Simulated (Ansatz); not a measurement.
Input and command of a plane-wave DFT calculation in Ansatz:

```yaml
crystal:
  lattice:
    - [-1.726539, 1.775547, 2.2214249]
    - [1.726539, -1.775547, 2.2214249]
    - [1.726539, 1.775547, -2.2214249]
  atoms:
    - { symbol: Sn, position: [0.0, 0.0, 0.0] }
basis:
  ecutwfc: 500
kpoints:
  mp_grid: { grid: [20, 20, 20] }
hamiltonian:
  xc: r2scan
scf:
  occupations: { method: gaussian, width: 0.15 }
output:
  forces: true
  stress: true
  eigenvalues: true
```

```bash
ansatz run input.yaml --threads 1 --pin off --max-ram 2560MiB --backend cpu --events-out ev --progress --plain --runs-dir out
```

Processor: Intel(R) Xeon(R) Processor @ 2.70GHz, 1 thread, on a host shared with other jobs.

Q: Estimate time, memory and problem size.

A: About 44 s on 1 thread of Intel(R) Xeon(R) Processor @ 2.70GHz, on a shared host, peak memory 0.76 GiB. It solves 11 bands at 1166 k points (the mesh reduced by symmetry) with about 677 plane waves, in 6 SCF iterations.
